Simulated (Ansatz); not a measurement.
A nudged elastic band was laid between two geometries of a periodic cell of 63 atoms, Si62Ge (host Si, host structure diamond, dopant Ge, one Si atom removed), cell charge -2.

Method: DFT PBEsol, scalar-relativistic, plane waves, PAW (Ansatz 0.2.0). Settings: PAW set soft_1, cutoff 420 eV, k mesh 1x1x1, gaussian smearing 0.05 eV, no spin polarisation.

| Property | Result |
| --- | --- |
| movable images | 3 |
| climbing image | yes |
| spring | 2.0 to 10.0 eV/Å², energy-weighted |
| optimiser | quadratic models (default) |
| start path | IDPP |
| force threshold | 0.05 eV/Å |
| iteration limit | 80 |
| end points | relaxed |

Image 0:

```xyz
63
Lattice="10.8600 0.0000 0.0000 0.0000 10.8600 0.0000 0.0000 0.0000 10.8600" Properties=species:S:1:pos:R:3
Si 5.393 0.031 -0.088
Si 6.755 1.348 1.326
Si 8.197 2.684 0.011
Si 9.517 4.094 1.358
Si 8.095 -0.003 2.703
Si 9.504 1.357 4.048
Si 0.026 -0.010 -0.004
Si 1.362 1.356 1.366
Si 2.741 2.691 0.012
Si 4.070 4.097 1.357
Si 5.439 5.440 -0.022
Si 6.781 6.785 1.362
Si 8.165 8.130 0.020
Si 9.500 9.535 1.364
Si 2.720 0.004 2.713
Si 4.073 1.345 4.084
Si 5.423 2.741 2.706
Si 6.802 4.048 4.102
Si 8.123 5.428 2.712
Si 9.509 6.784 4.053
Si 5.439 -0.001 5.436
Si 6.798 1.354 6.796
Si 8.173 2.695 5.450
Si 9.518 4.091 6.782
Si 8.163 0.007 8.139
Si 9.565 1.347 9.457
Si -0.003 5.440 -0.032
Si 1.342 6.770 1.381
Si 2.747 8.111 0.045
Si 4.093 9.535 1.341
Si 0.008 2.728 2.718
Si 1.375 3.993 4.156
Si 2.672 5.394 2.737
Si 4.059 6.783 4.036
Si 5.438 8.170 2.710
Si 6.814 9.474 4.119
Si 0.061 0.073 5.423
Si 2.728 2.633 5.523
Si 4.080 4.073 6.797
Si 5.425 5.453 5.400
Si 6.766 6.813 6.799
Si 8.202 8.140 5.466
Si 9.571 9.558 6.794
Ge 2.351 0.198 7.903
Si 3.982 1.359 9.398
Si 5.430 2.713 8.148
Si 6.811 4.027 9.535
Si 8.099 5.424 8.140
Si 9.486 6.780 9.465
Si 0.001 8.178 2.724
Si 1.396 9.500 4.111
Si 0.013 5.436 5.419
Si 1.362 6.787 6.793
Si 2.745 8.131 5.451
Si 4.016 9.579 6.782
Si 0.052 2.737 8.106
Si 1.398 4.049 9.517
Si 2.721 5.438 8.141
Si 4.088 6.807 9.477
Si 5.414 8.222 8.130
Si 6.816 9.498 9.519
Si 0.018 8.155 8.160
Si 1.378 9.461 9.546
```

Image 4:

Only the atoms that move by more than 0.05 Å are listed.
```
Si1 5.399 -0.017 -0.031
Si3 8.146 2.719 -0.011
Si5 8.143 0.020 2.713
Si9 2.708 2.697 -0.040
Si21 5.390 0.007 5.448
Si26 9.495 1.357 9.493
Si29 2.732 8.176 -0.031
Si32 1.372 4.058 4.087
Si33 2.695 5.432 2.713
Si36 6.786 9.512 4.079
Si37 0.013 -0.028 5.443
Si38 2.743 2.702 5.443
Si42 8.146 8.156 5.426
Si43 9.495 9.512 6.788
Ge44 1.562 1.153 6.992
Si45 4.011 1.290 9.441
Si47 6.786 4.066 9.493
Si51 1.358 9.512 4.065
Si54 2.708 8.185 5.448
Si55 4.011 9.564 6.855
Si56 0.013 2.702 8.173
Si57 1.358 4.080 9.493
Si60 5.399 8.176 8.162
Si63 1.425 9.564 9.441
```

Question: Which bonds break or form, and what moves?

Answer: The atom that moves furthest is Ge44, by 1.54 Å; four of its nearest neighbours are Si63 2.49, Si55 2.49, Si45 2.50, Si37 3.38 Å at the first end and Si38 2.49, Si37 2.49, Si56 2.49, Si55 3.47 Å at the last.

Question: What energy profile does the band end with?

Answer: The forces met the threshold. The highest image is number 2 of 0 to 4, 0.041 eV above the first end and 0.026 eV above the last; the last end lies 0.015 eV above the first. By the program's own check the climbing image is of a kind that is not told: the force calls were inconclusive, a negative curvature could not be distinguished from the path's own, the only one lies far off the path, or fixed occupations may fill a level only in part (lowest curvatures found: -0.01 and 0.75 eV/Å²). Limits of this set-up: coarse k mesh, PAW files made for another functional, no spin, though dangling bonds at a vacancy may carry it, a typed lattice constant that wasn't relaxed here, charged cell in a uniform background, uncorrected.

```tsv
image	path coordinate (Å)	energy (eV)	Ge44–Si45 (Å)	Ge44–Si55 (Å)	Ge44–Si63 (Å)
0	0.00	0.000	2.50	2.49	2.49
1	0.82	0.026	2.49	2.58	2.87
2	1.26	0.041	2.54	2.74	3.22
3	1.71	0.023	2.68	3.08	3.48
4	2.69	0.015	3.47	3.47	3.47
```

Question: What is the geometry of the highest image?

Answer: 
```xyz
63
Lattice="10.8600 0.0000 0.0000 0.0000 10.8600 0.0000 0.0000 0.0000 10.8600" Properties=species:S:1:pos:R:3
Si 5.246 0.045 -0.186
Si 6.700 1.310 1.246
Si 8.199 2.670 0.036
Si 9.532 4.067 1.377
Si 8.044 -0.021 2.685
Si 9.443 1.339 4.006
Si 0.011 -0.028 0.004
Si 1.371 1.360 1.348
Si 2.743 2.755 0.043
Si 4.093 4.117 1.400
Si 5.421 5.458 -0.016
Si 6.789 6.791 1.352
Si 8.123 8.167 -0.002
Si 9.485 9.507 1.367
Si 2.716 0.014 2.721
Si 4.111 1.386 4.028
Si 5.472 2.736 2.671
Si 6.814 4.065 4.085
Si 8.146 5.433 2.717
Si 9.522 6.767 4.072
Si 5.391 0.032 5.433
Si 6.790 1.366 6.790
Si 8.175 2.700 5.449
Si 9.592 3.972 6.826
Si 8.143 -0.002 8.141
Si 9.543 1.324 9.479
Si -0.054 5.431 -0.060
Si 1.335 6.689 1.385
Si 2.695 8.087 0.064
Si 4.056 9.530 1.320
Si 0.025 2.699 2.749
Si 1.400 3.890 4.255
Si 2.665 5.345 2.824
Si 4.026 6.842 4.033
Si 5.422 8.176 2.692
Si 6.786 9.450 4.130
Si -0.041 0.045 5.383
Si 2.867 2.559 5.643
Si 4.147 4.134 6.786
Si 5.410 5.498 5.356
Si 6.764 6.794 6.771
Si 8.191 8.121 5.484
Si 9.539 9.538 6.774
Ge 2.248 0.896 7.464
Si 3.913 1.512 9.286
Si 5.490 2.791 8.144
Si 6.853 4.053 9.573
Si 8.149 5.407 8.159
Si 9.476 6.834 9.446
Si 0.003 8.128 2.703
Si 1.328 9.515 4.066
Si 0.007 5.384 5.450
Si 1.354 6.787 6.788
Si 2.680 8.187 5.451
Si 3.895 9.675 6.787
Si 0.172 2.538 8.144
Si 1.388 4.035 9.497
Si 2.721 5.434 8.140
Si 4.056 6.818 9.481
Si 5.328 8.236 8.104
Si 6.741 9.511 9.479
Si 0.033 8.182 8.155
Si 1.399 9.459 9.548
```

The band took 24 iterations and about 60 core-minutes.

Run time: 17 min on 4 threads of Arm Neoverse V2 (shared host), peak memory 2.9 GiB.
